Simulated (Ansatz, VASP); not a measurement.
## W in VASP and in Ansatz

```
W
1.0
     0.00000    1.99559    1.99559
     1.99559    0.00000    1.99559
     1.99559    1.99559    0.00000
W
1
Direct
  0.00000 0.00000 0.00000
```

This isn't the form of W at room conditions, which is bcc.

Alike in both runs: task single point; functional PBEsol; k mesh 12 × 12 × 12; occupations fermi-dirac, width 0.1 eV; no spin polarisation.

```csv
,VASP,Ansatz
version,VASP 6.6.1,Ansatz 0.2.0
potentials or method,"VASP PAW PBE potentials, release 64 (W_sv)","plane waves, PAW"
plane-wave cutoff (eV),520,470
valence electrons in the cell,14,14
```

VASP gave:

* pressure (GPa): 1.9

**Question.** What did Ansatz give for the same quantities?

**Answer.** Pressure (GPa): 1.3.

The functional is the same, so the differences come from potentials, cutoffs and numerics.

Caveats: the PAW data sets were made with another functional, which shifts forces and pressure a little (VASP). The runs have no spin-orbit coupling, so splittings on W are missing.
